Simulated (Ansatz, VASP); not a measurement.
**One calculation of Au, two programs**

```
Au
1.0
     2.80060   -0.00006   -0.02446
    -1.40035    2.42548    0.00000
     1.37892    0.79612    2.45755
Au
1
Direct
  0.00000 0.00000 0.00000
```

Change from the starting cell: band edges of the strained film's bulk.

Alike in both runs: task single point; functional PBEsol; k mesh 12 × 12 × 14; occupations gaussian, width 0.1 eV; no spin polarisation.

|  | VASP | Ansatz |
| --- | --- | --- |
| version | VASP 6.6.1 | Ansatz 0.2.0 |
| potentials or method | VASP PAW PBE potentials, release 64 (Au) | scalar-relativistic, plane waves, PAW |
| plane-wave cutoff (eV) | 520 | 420 |
| valence electrons in the cell | 11 | 19 |

Ansatz gave:

- gap on the k mesh at the Fermi level (eV): none
- pressure (GPa): 3.3
- largest component of the traceless stress (GPa): 3.31

What did VASP give for the same quantities?

gap on the k mesh at the Fermi level (eV): none; pressure (GPa): 3.0; largest component of the traceless stress (GPa): 3.32.

A gap of «none» marks a metal or a gap that the smearing closes. The functional is the same, so the differences come from potentials, cutoffs and numerics. The two sets of potentials don't hold the same shells in valence.

Caveats: the PAW data sets were made with another functional, which shifts forces and pressure a little (VASP). Spin-orbit coupling is left out, which matters for the levels of Au.
